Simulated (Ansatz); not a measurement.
# TiPbO₃: reading a single point

```
CELL_PARAMETERS angstrom
3.89609 0.00000 0.00000
0.00000 3.89609 0.00000
0.00000 0.00000 4.13199
ATOMIC_POSITIONS crystal
Pb 0.00000 0.00000 0.00000
Ti 0.50000 0.50000 0.53680
O 0.50000 0.50000 0.11000
O 0.50000 0.00000 0.60900
O 0.00000 0.50000 0.60900
```

Level: r2SCAN, spin-orbit coupling; 500 eV; 7×7×6 Γ-centred mesh; methfessel-paxton occupations (width 0.2764 eV); Ansatz 0.2.0, fixed geometry.

The state carries no moments; the state need not be the lowest.

**Forces.** The largest is on O3: 0.31 eV/Å, components (0.00, 0.00, -0.31). It makes 180° with the line to a nearest neighbour, Ti2 at 1.76 Å, pointing away from it.
**Stress.** The pressure is 1.6 GPa (compression positive), so with the atoms held at these fractions the cell would first expand. The principal stresses 1.2, 1.2, 2.3 GPa differ, so its shape would change too.
**Electronic structure.** The gap is 2.07 eV, indirect (the least direct gap found is 2.45 eV).
**Band edges.** Within 0.7 eV of the edges, the states project mainly on O p (73 %) and Pb s (19 %) below the gap and on Ti d (91 %) above it.
**Charges.** Bader charges in e: Ti +2.31, Pb +1.41, O -1.26 to -1.19. In the mean Ti gives up most and O takes most.

Origin: a database entry at a rescaled volume. Caveats: wide smearing.
